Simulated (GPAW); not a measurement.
Fe3Ge:

```
Ge Fe
1.0
     0.00000    2.87559    2.87559
     2.87559    0.00000    2.87559
     2.87559    2.87559    0.00000
Ge Fe
1 3
Direct
  0.00000 0.00000 0.00000
  0.75000 0.75000 0.75000
  0.25000 0.25000 0.25000
  0.50000 0.50000 0.50000
```

The cell comes from a database or a generator and needn't be the stable form of this composition.

Base run:

| Quantity | Value |
| --- | --- |
| Program | GPAW 26.7.0 |
| Functional | PBEsol |
| Potentials or basis | PAW data sets generated in the run's folder for this functional |
| Cutoff | 600 eV |
| Basis | pw |
| k mesh | 8 × 8 × 8 |
| Occupations | fermi-dirac, width 0.05 eV |
| Spin | collinear spin, ferromagnetic start |
| Starting moments | [0.0, 3.0, 3.0, 3.0] μB |

Its results: pressure -9.0 GPa; net moment 5.66 μB per cell; site moments Ge -0.04; Fe +1.60, +2.54 μB.

**Question.** The run is repeated on the same cell with these changes: hubbard terms from none to Fe d U = 4 eV. What comes out?

**Answer.** Pressure 14.9 GPa; net moment 8.64 μB per cell; site moments Ge -0.04; Fe +3.03, +2.92 μB.

Caveats: the U is typed as a test and isn't derived for this compound (some runs).
